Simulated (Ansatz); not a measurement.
Consider the ligand exchange at a Ge–O bond: `CC(C)(C)[O][Ge][F]` + H–F → `[F][Ge][F]` + `CC(C)(C)O`.

Calculated with Ansatz (gas phase, PBE0-D4/def2-TZVP geometries, no zero-point term in ΔE). CBS: MP2 limit from def2 TZ/QZ plus the TZ coupled-cluster correction, frozen cores. This one scheme is used for every species. DFT in def2-TZVPP. B3LYP here is the variant with VWN-RPA as its local correlation; programs differ in this. HSE06 is defined as in plane-wave codes. For Ge outer-core shells are correlated without core-valence functions, which leaves a few kJ/mol of doubt a bond. Scalar relativity is left out up to krypton. One conformer a species, not always the lowest.

| level | ΔE (kJ/mol) | difference from CCSD(T)/CBS |
| --- | --- | --- |
| BLYP-D4 | -21.3 | -3.9 |
| r2SCAN-D4 | -26.8 | -9.4 |
| PBE0-D4 | -23.9 | -6.5 |
| ωB97X-V | -29.5 | -12.1 |
| B2PLYP | -28.3 | -10.9 |
| PBE-QIDH | -23.4 | -6.0 |
| B3LYP | -37.8 | -20.4 |
| r2SCAN0 | -29.3 | -11.9 |
| HSE06 | -32.5 | -15.1 |
| CAM-B3LYP | -36.4 | -19.0 |
| CCSD/def2-SVP | -23.0 | -5.6 |
| MP2/def2-TZVPP | -12.9 | 4.5 |
| SCS-MP2/def2-TZVPP | -19.7 | -2.3 |
| CCSD/def2-TZVPP | -22.0 | -4.6 |
| CCSD(T)/def2-TZVPP | -17.5 | -0.1 |
| CCSD/CBS(def2) | -21.8 | -4.4 |
| CCSD(T)/CBS | -17.4 | 0 |

Largest T1 diagnostic among the species: 0.015.

Leaving LDA and LC-ωPBE aside and taking each functional with its dispersion term where it has one, the values, not all of them listed here, spread over 10.7 kJ/mol, from B97M-V to revPBE-D4. LDA lies +13.3 kJ/mol from PBE without D4. In def2-TZVPP, CCSD(T) changes the Hartree–Fock value by +24.6 kJ/mol (the triples alone add +4.4 kJ/mol) and MP2 by +29.2 kJ/mol. The D4 term adds +15.6 kJ/mol with B3LYP and +8.9 kJ/mol with PBE0; it sums over pairs of atoms, weighted by their polarisabilities, and B3LYP, whose exchange is more repulsive, gets the larger term.

CCSD(T)/CBS has its own doubt, a few kJ/mol and more with outer-core shells, so smaller differences from it don't rank the levels.
